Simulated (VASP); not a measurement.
The system is SnO2 (Cassiterite).

```
Sn O
1.0
     4.73800    0.00000    0.00000
     0.00000    4.73800    0.00000
     0.00000    0.00000    3.18650
Sn O
2 4
Direct
  0.00000 0.00000 0.00000
  0.50000 0.50000 0.50000
  0.30710 0.30710 0.00000
  0.19290 0.80710 0.50000
  0.69290 0.69290 0.00000
  0.80710 0.19290 0.50000
```

* Program: VASP 6.6.1
* Task: relaxation of cell and atoms
* Functional: r2SCAN
* Potentials or basis: VASP PAW PBE potentials, release 64 (Sn_d, O)
* Cutoff: 600 eV
* k mesh: 7 × 7 × 9
* Occupations: fermi-dirac, width 0.05 eV
* Spin: no spin polarisation

At the start: pressure 4.3 GPa; volume 11.92 Å³/atom.

Problem. Where does the relaxation end?

Solution. Over 5 steps the energy falls by 3.6 meV/atom and the volume is 12.13 Å³/atom (+1.8 %); space group P4_2/mnm (No. 136, to 0.05 Å).

Step by step:
```csv
step,energy change (eV),largest force (eV/Å),pressure (GPa),volume (Å³)
1,0.0000,0.2774,4.35,71.53
2,0.0242,0.2134,-6.12,74.93
3,-0.0214,0.0596,-0.18,72.88
4,-0.0214,0.0620,-0.08,72.86
5,-0.0219,0.0085,0.03,72.80
```

Final structure:
```
Sn O
1.0
     4.76322    0.00000    0.00000
     0.00000    4.76322    0.00000
     0.00000    0.00000    3.20855
Sn O
2 4
Cartesian
  0.0000 0.0000 0.0000
  2.3816 2.3816 1.6043
  1.4571 1.4571 0.0000
  0.9245 3.8387 1.6043
  3.3061 3.3061 0.0000
  3.8387 0.9245 1.6043
```

Caveat: the PAW data sets were made with another functional, which shifts forces and pressure a little.
